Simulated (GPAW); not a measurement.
# PbO2 (I4/mmm) in GPAW: further runs

One crystal, PbO2, is run at these levels: PBEsol; tasks: single point.

All numbers are computed with GPAW 26.7.0; they aren't measurements. Logs are shortened: lines on timing, memory, paths and dates and some standing lists are left out, and cuts for length are marked. The log counts tension as positive stress, the text compression.

## (1) Starting point

The structure is tetragonal, space group I4/mmm (No. 139). Conventional cell: a = 3.668 Å, b = 3.668 Å, c = 5.404 Å, α = 90.00°, β = 90.00°, γ = 90.00°. Pb (site symmetry 4/mmm) is surrounded by 8 O at 2.28 Å. O (site symmetry -4m2) has 4 Pb at 2.28 Å and 4 O at 2.59 Å as nearest neighbours.

The cell comes from a database or a generator and needn't be the stable form of this composition.

## (2) Single point, PBEsol, 12.12 Å³/atom

run.py reads:

```python
from ase import Atoms
from ase.dft.bandgap import bandgap
from ase.io import write
from ase.units import GPa
from gpaw import GPAW, PW, setup_paths

setup_paths.insert(0, '.')

atoms = Atoms(['Pb', 'O', 'O'],
              cell=[[0.0, 2.59391232, 2.701992],
                    [2.59391232, 0.0, 2.701992],
                    [2.59391232, 2.59391232, 0.0]],
              scaled_positions=[[0.0, 0.0, 0.0],
                                [0.75, 0.75, 0.75],
                                [0.25, 0.25, 0.25]],
              pbc=True)

calc = GPAW(mode=PW(800),
            xc='PBEsol',
            kpts={'size': (9, 9, 9), 'gamma': True},
            occupations={'name': 'fermi-dirac', 'width': 0.05},
            nbands=24,
            convergence={'density': 1e-05, 'energy': 1e-05},
            maxiter=150,
            txt='gpaw.txt')
atoms.calc = calc
energy = atoms.get_potential_energy()
forces = atoms.get_forces()
stress = atoms.get_stress()
calc.write('gs.gpw')
write('result.traj', atoms)
print(f'Energy: {energy:.6f} eV')
print('Forces (eV/A):')
print(forces.round(4))
print('Stress (GPa):', (stress / GPa).round(3))
print('Fermi level:', round(calc.get_fermi_level(), 4), 'eV')
print(f'Gap: {bandgap(calc)[0]:.4f} eV, direct: {bandgap(calc, direct=True)[0]:.4f} eV')
```

Potentials or basis: PAW data sets generated in the run's folder for this functional, pw.

On the command line:

```console
> gpaw-setup -f PBEsol O Pb
> OMP_NUM_THREADS=1 python run.py
```

gpaw.txt:

```text
__  _  _
 | _ |_)|_||  |
 |__||  | ||/\| - 26.7.0

Input parameters:
  mode=PW(ecut=800.0),
  convergence={'density': 1e-05, 'energy': 1e-05},
  kpts=MonkhorstPack(size=(9, 9, 9), gamma=True),
  maxiter=150,
  nbands=24,
  occupations=Occupations(name='fermi-dirac', width=0.05),
  xc=XC(name='PBEsol')

Diagonalizing LCAO Hamiltonian
Converting LCAO to pw mode

                   O

           O

       Pb

Atoms  # Å, Bohr magnetons
|   | symbol |        x |        y |        z |    initial magnetic moments |
|---|--------|----------|----------|----------|-----------------------------|
| 0 |     Pb | 0.000000 | 0.000000 | 0.000000 | ( 0.0000,  0.0000,  0.0000) |
| 1 |      O | 3.890868 | 3.890868 | 4.052988 | ( 0.0000,  0.0000,  0.0000) |
| 2 |      O | 1.296956 | 1.296956 | 1.350996 | ( 0.0000,  0.0000,  0.0000) |

Unit cell  # Å
| periodic |        x |        y |        z |  lengths |    angles |
|----------|----------|----------|----------|----------|-----------|
|      yes | 0.000000 | 2.593912 | 2.701992 | 3.745550 | 60.679532 |
|      yes | 2.593912 | 0.000000 | 2.701992 | 3.745550 | 60.679532 |
|      yes | 2.593912 | 2.593912 | 0.000000 | 3.668346 | 58.640936 |

Number of symmetries: 16
Symmetry operations  # r_c * U_cc + t_c -> r_c
|    | kind |            matrix            |
|----|------|------------------------------|
|  0 |  σ   |  1, 0, 0,  1, 0,-1,  1,-1, 0 |
|  1 |  E   |  1, 0, 0,  0, 1, 0,  0, 0, 1 |
|  2 |  C4  |  1, 0,-1,  1, 0, 0,  1,-1, 0 |
|  3 |  σ   |  1, 0,-1,  0, 1,-1,  0, 0,-1 |
|  4 |  σ   |  0, 1, 0,  1, 0, 0,  0, 0, 1 |
|  5 |  C4  |  0, 1, 0,  0, 1,-1, -1, 1, 0 |
|  6 |  C2  |  0, 1,-1,  1, 0,-1,  0, 0,-1 |
|  7 |  σ   |  0, 1,-1,  0, 1, 0, -1, 1, 0 |
|  8 |  C2  |  0,-1, 1,  0,-1, 0,  1,-1, 0 |
|  9 |  σ   |  0,-1, 1, -1, 0, 1,  0, 0, 1 |
| 10 |  S4  |  0,-1, 0,  0,-1, 1,  1,-1, 0 |
| 11 |  C2  |  0,-1, 0, -1, 0, 0,  0, 0,-1 |
| 12 |  C2  | -1, 0, 1,  0,-1, 1,  0, 0, 1 |
| 13 |  S4  | -1, 0, 1, -1, 0, 0, -1, 1, 0 |
| 14 |  i   | -1, 0, 0,  0,-1, 0,  0, 0,-1 |
| 15 |  C2  | -1, 0, 0, -1, 0, 1, -1, 1, 0 |

BZ-sampling:
  Number of BZ points: 729
  Number of IBZ points: 75

  Monkhorst-Pack size: [9, 9, 9]
  Monkhorst-Pack shift: [0, 0, 0]

K-points  # in reciprocal-cell coordinates
|     |                                coordinates |     weight |
|-----|--------------------------------------------|------------|
|   0 | (  0.00000000,   0.00000000,   0.00000000) | 0.00137174 |
|   1 | (  0.11111111,   0.00000000,   0.11111111) | 0.00548697 |
|   2 | (  0.11111111,   0.11111111,   0.00000000) | 0.00274348 |
|   3 | (  0.11111111,   0.11111111,   0.11111111) | 0.01097394 |
|   4 | (  0.11111111,   0.11111111,   0.22222222) | 0.00548697 |
|   5 | (  0.22222222,   0.00000000,   0.22222222) | 0.00548697 |
|   6 | (  0.22222222,   0.11111111,   0.11111111) | 0.01097394 |
|   7 | (  0.22222222,   0.11111111,   0.22222222) | 0.02194787 |
|   8 | (  0.22222222,   0.11111111,   0.33333333) | 0.01097394 |
|   9 | (  0.22222222,   0.22222222,   0.00000000) | 0.00274348 |
| ... |                                            |            |
|  74 | (  0.44444444,   0.44444444,   0.44444444) | 0.01097394 |

Plane wave coefficients: 1892
Cutoff: 800.0 eV

Spin-components: 1 (collinear spins)
Bands:           24
Projectors:      16
Spin-degeneracy: 2
Datatype:        complex128

Parallelization:
  kpt:    1
  domain: 1
  band:   1

Density:
  Valence electrons: 26.0
  Components: 1
  Grid points: [25 25 25]
  Charge: 0.0  # |e|

Potential:
  Grid points: [25 25 25]

species:
  Pb:
    name:    Lead
    Z:       82.0
    valence: 14
    core:    68
    charge:  0.0  # [|e|]
    compensation charges:
      type: gauss
      rc: 0.38  # [Å]
      lmax: 2
    cutoffs:
      filter: 2.36  # [Å]
      core: 2.43  # [Å]
    projectors
    | kind |    occ | energy [eV] | rcut [Å] |
    |------|--------|-------------|----------|
    |   6s |  2.000 |     -12.024 |    1.259 |
    |   6p |  2.000 |      -3.525 |    1.275 |
    |   5d | 10.000 |     -21.194 |    1.217 |
    |    s |        |      15.187 |    1.259 |
    |    p |        |      23.686 |    1.275 |
    |    d |        |       6.017 |    1.217 |

    Using partial waves for Pb as LCAO basis

  O:
    name:    Oxygen
    Z:       8.0
    valence: 6
    core:    2
    charge:  0.0  # [|e|]
    compensation charges:
      type: gauss
      rc: 0.21  # [Å]
      lmax: 2
    cutoffs:
      filter: 1.17  # [Å]
      core: 0.83  # [Å]
    projectors
    | kind |    occ | energy [eV] | rcut [Å] |
    |------|--------|-------------|----------|
    |   2s |  2.000 |     -23.808 |    0.688 |
    |   2p |  4.000 |      -8.972 |    0.598 |
    |    s |        |       3.404 |    0.688 |
    |    p |        |      18.239 |    0.598 |
    |    d |        |       0.000 |    0.619 |

    Using partial waves for O as LCAO basis

Reference energy: -571190.928133  # eV

eigensolver:
  PPCG
  Converge bands: occupied
  niter=2

density mixing:
  MSR1-Mixer
  Pratt-step length: 0.05
  Maximum mixing coefficient: 0.75
  Old densities: 10
  SVD Regularization: 0.005
  Good broyden scale: 1.0
  Trust region scale: 1.0
  Backstep threshold: 4.0
  History deletion threshold: 6.0
  Fourier metric: weight=20.0, sigma=0.015

occupation numbers:
  Fermi-Dirac:
    width: 0.0500  # eV

poisson solver:
  ecut: 6400.0  # eV

xc functional:
  name: PBEsol with 2 nearest neighbor stencil

convergence criteria:
- Maximum integral of absolute [dens]ity change: 1e-05 electrons / valence electron
- Maximum [total energy] change in last 3 cyles: 1e-05 eV / valence electron
- Maximum integral of absolute [eigenst]ate change: 4e-08 eV^2 / valence electron
maximum number of iterations: 150

SCF iterations
|iter     | |      energy | eigst |  dens |
|---------|-|-------------|-------|-------|
|iter:   1| |  -20.044745 | +0.17 |       |
|iter:   2| |  -19.342563 | -1.67 | -0.90 |
|iter:   3| |  -17.532162 | -0.89 | -0.96 |
|iter:   4| |  -17.522095 | -3.21 | -1.56 |
|iter:   5| |  -17.522659 | -3.51 | -1.85 |
|iter:   6| |  -17.522816 | -5.05 | -3.00 |
|iter:   7| |  -17.522850c| -5.71 | -3.42 |
|iter:   8| |  -17.522850c| -7.44c| -4.30 |
|iter:   9| |  -17.522851c| -7.47c| -4.91 |
|iter:  10| |  -17.522851c| -8.22c| -5.56c|

Converged in 10 steps
Energy contributions relative to reference atoms: (reference = -571190.928133)

Energy contributions:
  Kinetic:          34.831439
  Coulomb:         -30.422873
  Zero:              0.136866
  External:          0.000000
  Xc:              -22.065761
  Entropy:          -0.005044
  Spinorbit:         0.000000
  ----------------------------
  Free energy:     -17.525373
  Extrapolated:    -17.522851

dipole moment: (-21.147023, -21.147023, -22.028149)  # |e|*Ang

Fermi level: 7.521
Eigenvalues  # (at kpt = [0.000, 0.000, 0.000])
| band index |      eig [eV] | occ [0-2] |
|------------|---------------|-----------|
|          0 |       -11.691 |     2.000 |
|        ... |               |           |
|          6 |        -7.976 |     2.000 |
|          7 |         5.257 |     2.000 |
|          8 |         5.257 |     2.000 |
|          9 |         5.365 |     2.000 |
|         10 |         5.455 |     2.000 |
|         11 |         5.644 |     2.000 |
[... 8 lines left out ...]
|         20 |        27.742 |     0.000 |
|         21 |        28.737 |     0.000 |
|        ... |               |           |
|         23 |        29.479 |     0.000 |

No gap
No difference between direct/indirect transitions

Forces  # eV/Ang
|       x |        y |       z |
|---------|----------|---------|
| 0.00000 |  0.00000 | 0.00000 |  # Pb   0
| 0.00000 | -0.00000 | 0.00000 |  # O    1
| 0.00000 |  0.00000 | 0.00000 |  # O    2

Stress tensor  # eV/Ang^3
|         x |         y |         z |
|-----------|-----------|-----------|
| -0.058069 |  0.000000 | -0.000000 |
|  0.000000 | -0.058069 |  0.000000 |
| -0.000000 |  0.000000 |  0.016467 |

# Writing to gs.gpw (mode='')
```

It took 64 s on 1 thread of Arm Neoverse V1, shared host; peak memory 0.22 GiB.

What came out:

* Free energy: -17.5254 eV
* Pressure: 5.3 GPa
* Band gap on the k mesh: none (metal or under the smearing width)

Caveat: the density grid can change from cell to cell, which puts small steps into energies and stress.

## (3) Single point, PBEsol, 12.63 Å³/atom

Changes to run.py since step 2:

```diff
@@ -9,5 +9,5 @@
 atoms = Atoms(['Pb', 'O', 'O'],
-              cell=[[0.0, 2.59391232, 2.701992],
-                    [2.59391232, 0.0, 2.701992],
-                    [2.59391232, 2.59391232, 0.0]],
+              cell=[[0.0, 2.64795216, 2.701992],
+                    [2.64795216, 0.0, 2.701992],
+                    [2.64795216, 2.64795216, 0.0]],
               scaled_positions=[[0.0, 0.0, 0.0],
```

Potentials or basis: PAW data sets generated in the run's folder for this functional, pw.

On the command line:

```console
> gpaw-setup -f PBEsol O Pb
> OMP_NUM_THREADS=1 python run.py
```

It took 65 s on 1 thread of Arm Neoverse V1, shared host; peak memory 0.23 GiB.

Results (log left out):

* Free energy: -17.5703 eV
* Pressure: -1.6 GPa
* Band gap on the k mesh: none (metal or under the smearing width)

Caveat: the density grid can change from cell to cell, which puts small steps into energies and stress.
